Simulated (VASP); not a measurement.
# BaH4 (R-3m) in VASP: settings compared, part 2 of 2

VASP 6.6.1.

## 5. Relaxation of cell and atoms, PBE+D3(BJ)

INCAR reads:

```
PREC = Accurate ; ENCUT = 600
EDIFF = 1E-6 ; ISMEAR = -1
SIGMA = 0.05 ; LREAL = False
LASPH = True ; NELM = 80
ALGO = Normal ; ISIF = 3
LWAVE = False ; LCHARG = False
GGA = PE ; IVDW = 12
IBRION = 2 ; NSW = 60
EDIFFG = -0.01
```

KPOINTS reads:

```
Automatic mesh
0
Gamma
  5 5 5
```

POSCAR reads:

```
BaH4
1.0
    2.2908200000      1.3226000000      3.5362500000
   -2.2908200000      1.3226000000      3.5362500000
    0.0000000000     -2.6452100000      3.5362500000
Ba H
1 4
Direct
    0.0000000000      0.0000000000      0.0000000000
    0.7408700000      0.7408700000      0.7408700000
    0.2591300000      0.2591300000      0.2591300000
    0.4636900000      0.4636900000      0.4636900000
    0.5363100000      0.5363100000      0.5363100000
```

Potentials or basis: VASP PAW PBE potentials, release 64 (Ba_sv, H).

Run with:

```console
$ cat potpaw_PBE.64/Ba_sv/POTCAR potpaw_PBE.64/H/POTCAR > POTCAR
$ mpirun -np 1 vasp_std > vasp.out
```

OUTCAR:

```text
PREC = Accurate
   ENCUT = 600
   EDIFF = 1E-6
   ISMEAR = -1
   LREAL = False
   LASPH = True
   NELM = 80
   ISIF = 3
   GGA = PE
   IVDW = 12
   IBRION = 2
   NSW = 60
   EDIFFG = -0.01
 IVDW          = 12

 ion  position               nearest neighbor table
   1  0.000  0.000  0.000-   2 2.75   3 2.75   2 2.76   3 2.76   2 2.76   2 2.76   3 2.76   3 2.76

   2  0.741  0.741  0.741-   1 2.75   1 2.76   1 2.76   1 2.76
   3  0.259  0.259  0.259-   1 2.75   1 2.76   1 2.76   1 2.76
   4  0.464  0.464  0.464-   5 0.77
   5  0.536  0.536  0.536-   4 0.77

  LATTYP: Found a trigonal (rhomboedric) cell.
 ALAT       =     4.4161285188
 COS(alpha) =     0.4618188031

  Lattice vectors:

 A1 = (   2.2908200000,   1.3226000000,   3.5362500000)
 A2 = (  -2.2908200000,   1.3226000000,   3.5362500000)
 A3 = (   0.0000000000,  -2.6452100000,   3.5362500000)

Analysis of symmetry for initial positions (statically):
=====================================================================
 Subroutine PRICEL returns:
 Original cell was already a primitive cell.

 Routine SETGRP: Setting up the symmetry group for a
 trigonal (rhombohedral) supercell.

 Subroutine GETGRP returns: Found 12 space group operations
 (whereof 12 operations were pure point group operations)
 out of a pool of 12 trial point group operations.

[... 142 lines left out ...]
   IVDW    =    12    specifies the selected vdW correction
   LEPSILON=     F    determine dielectric tensor
   LRPA    =     F    only Hartree local field effects (RPA)
 conjugate gradient relaxation of ions
 non-spin polarized calculation
  energy-cutoff  :      600.00
  volume of cell :       64.29
 maximum number of plane-waves:      2156
   NGX = 17   NGY = 17   NGZ = 17

--------------------------------------- Ionic step        1  -------------------------------------------

 number of electron      14.0000000 magnetization

 Free energy of the ion-electron system (eV)
  ---------------------------------------------------
  ext. energy  EPLUGINS =         0.00000000
  ---------------------------------------------------
  free energy    TOTEN  =       -16.78818569 eV

  energy without entropy =      -16.78818569  energy(sigma->0) =      -16.78818569

------------------------ aborting loop because EDIFF is reached ----------------------------------------

 Edisp (eV)   -0.51120

 E8    (eV) :    -0.2256
[... 335 lines left out ...]
--------------------------------------- Ionic step        9  -------------------------------------------

 number of electron      13.9999999 magnetization

 Free energy of the ion-electron system (eV)
  ---------------------------------------------------
  ext. energy  EPLUGINS =         0.00000000
  ---------------------------------------------------
  free energy    TOTEN  =       -16.78008964 eV

  energy without entropy =      -16.78008964  energy(sigma->0) =      -16.78008964

 E-fermi :   1.6352     XC(G=0):  -8.5189

 val. band max:        0.6224247253   @ k =   0.0000   0.0000   0.0000
 cond. band min:       3.2068873322   @ k =   0.4000  -0.0000  -0.0000
 fundamental gap:      2.5844626069
 Fermi energy:         1.6351901146

 k-point     1 :       0.0000    0.0000    0.0000
  band No.  band energies     occupation
      1     -26.1251      2.00000
      2     -11.1165      2.00000
      3     -11.1165      2.00000
      4     -11.0886      2.00000
      5      -7.0999      2.00000
      6      -0.9776      2.00000
      7       0.6224      2.00000
      8       3.7852      0.00000
      9       3.7852      0.00000
     10       4.2301      0.00000
     11       5.8110      0.00000
[... 286 lines left out ...]
  FREE ENERGIE OF THE ION-ELECTRON SYSTEM (eV)
  ---------------------------------------------------
  free  energy   TOTEN  =       -17.3027152715 eV

  energy  without entropy=      -17.3027152715  energy(sigma->0) =      -17.30271527

 reached required accuracy - stopping structural energy minimisation
```

OSZICAR:

```text
N       E                     dE             d eps       ncg     rms          rms(c)
DAV:   1     0.662370327865E+02    0.66237E+02   -0.65786E+03   418   0.122E+03
DAV:   2    -0.140823541927E+02   -0.80319E+02   -0.75063E+02   531   0.177E+02
DAV:   3    -0.176401011451E+02   -0.35577E+01   -0.35444E+01   513   0.449E+01
DAV:   4    -0.177109106951E+02   -0.70810E-01   -0.70778E-01   573   0.581E+00
[... 74 lines left out ...]
       N       E                     dE             d eps       ncg     rms          rms(c)
DAV:   1    -0.167801062593E+02    0.24045E-03   -0.55382E-04   430   0.197E-01    0.183E-02
DAV:   2    -0.167800937538E+02    0.12506E-04   -0.22973E-05   481   0.471E-02    0.934E-03
DAV:   3    -0.167800895049E+02    0.42489E-05   -0.21830E-05   583   0.342E-02    0.271E-03
DAV:   4    -0.167800896362E+02   -0.13127E-06   -0.33975E-07   221   0.605E-03
   9 F= -.17302715E+02 E0= -.17302715E+02  d E =-.992558E-05
```

CONTCAR:

```text
BaH4
   1.00000000000000
     2.2729608797695509    1.3122891366405647    3.5076017301844740
    -2.2729608797695509    1.3122891366405647    3.5076017301844740
    -0.0000000000000000   -2.6245881145343675    3.5076016999570130
  Ba              H
     1     4
Direct
     0.0000000000000000    0.0000000000000000    0.0000000000000000
     0.7408337208475181    0.7408337208475181    0.7408337208473467
     0.2591662791524819    0.2591662791524819    0.2591662791526534
     0.4634043962148056    0.4634043962148056    0.4634043962164192
     0.5365956037851942    0.5365956037851942    0.5365956037835808

  0.00000000E+00  0.00000000E+00  0.00000000E+00
  0.00000000E+00  0.00000000E+00  0.00000000E+00
  0.00000000E+00  0.00000000E+00  0.00000000E+00
  0.00000000E+00  0.00000000E+00  0.00000000E+00
  0.00000000E+00  0.00000000E+00  0.00000000E+00
```

Run time: 79 s. Hardware: 1 thread of Intel Xeon Platinum 8488C (Sapphire Rapids), shared host; peak memory 0.21 GiB.

Results:

```
Free energy                            : -17.3027 eV
Relaxed volume                         : 12.55 Å³/atom
Relaxed cell                           : a = 4.381 Å, b = 4.381 Å, c = 4.381 Å, α = 62.51°, β = 62.51°, γ = 62.51°
Space group after relaxing (to 0.05 Å) : R-3m (No. 166)
Energy gained by relaxing              : 0.7 meV/atom
Ionic steps                            : 9
Pressure after relaxing                : 0.0 GPa
Largest force after relaxing           : 0.009 eV/Å
Band gap on the k mesh                 : 2.58 eV, indirect (least direct gap 3.07 eV)
Dispersion energy per atom             : -0.105 eV
```

Forces on the atoms (eV/Å):
```
Ba   0.000  0.000  0.000
H    0.000  0.000 -0.009
H    0.000  0.000  0.009
H    0.000  0.000  0.005
H    0.000  0.000 -0.005
```

Step by step:
```
step  energy change (eV)  largest force (eV/Å)  pressure (GPa)  volume (Å³)
   1              0.0000                0.0296           -0.71        64.29
   2             -0.0017                0.1260           -0.36        63.76
   3             -0.0018                0.1975           -0.19        63.52
   4             -0.0027                0.1225           -0.12        63.27
   5             -0.0032                0.0563           -0.09        63.05
   6             -0.0032                0.0714            0.05        62.61
   7             -0.0033                0.0084           -0.04        62.83
   8             -0.0033                0.0137           -0.02        62.81
   9             -0.0033                0.0086            0.01        62.77
```

Final structure:
```cif
data_structure
_symmetry_space_group_name_H-M 'P 1'
_symmetry_Int_Tables_number 1
_cell_length_a 4.3808
_cell_length_b 4.3808
_cell_length_c 4.3808
_cell_angle_alpha 62.509
_cell_angle_beta 62.509
_cell_angle_gamma 62.509
_cell_volume 62.77
loop_
_atom_site_label
_atom_site_type_symbol
_atom_site_fract_x
_atom_site_fract_y
_atom_site_fract_z
_atom_site_occupancy
Ba1 Ba 0.00000 0.00000 0.00000 1
H1 H 0.74083 0.74083 0.74083 1
H2 H 0.25917 0.25917 0.25917 1
H3 H 0.46340 0.46340 0.46340 1
H4 H 0.53660 0.53660 0.53660 1
```

Levels at points of the mesh, in eV from the valence-band top:
| k point | band 5 | band 6 | band 7 | band 8 | band 9 | band 10 |
| --- | --- | --- | --- | --- | --- | --- |
| (0.00, 0.00, 0.00) | -7.72 | -1.60 | 0.00 | 3.16 | 3.16 | 3.61 |

Caveat: spin-orbit coupling is left out, which moves the levels of the heavy elements; an odd mesh through Γ misses points on the zone boundary, where band edges often lie. As with any semilocal functional, this PBE gap is likely too small.

## 6. The runs side by side

```csv
level,gap on the mesh (eV),pressure (GPa),relaxed volume (Å³/atom)
PBE,2.60,0.0,13.06
PBE+D2,2.68,-0.1,9.91
PBE+D3,2.60,0.0,12.80
PBE+D3(BJ),2.58,0.0,12.55
```

Alike in all rows: task relaxation of cell and atoms; potentials or basis VASP PAW PBE potentials, release 64 (Ba_sv, H); no spin polarisation; cell relaxed; k mesh 5 × 5 × 5; cutoff (eV) 600; smearing fermi-dirac 0.05 eV.

Caveats: spin-orbit coupling is left out, which moves the levels of the heavy elements; an odd mesh through Γ misses points on the zone boundary, where band edges often lie; the volume moved by over 15 % at a fixed basis, so the end points are rough (some runs).

Absolute energies hang on the potentials; compare differences alone.
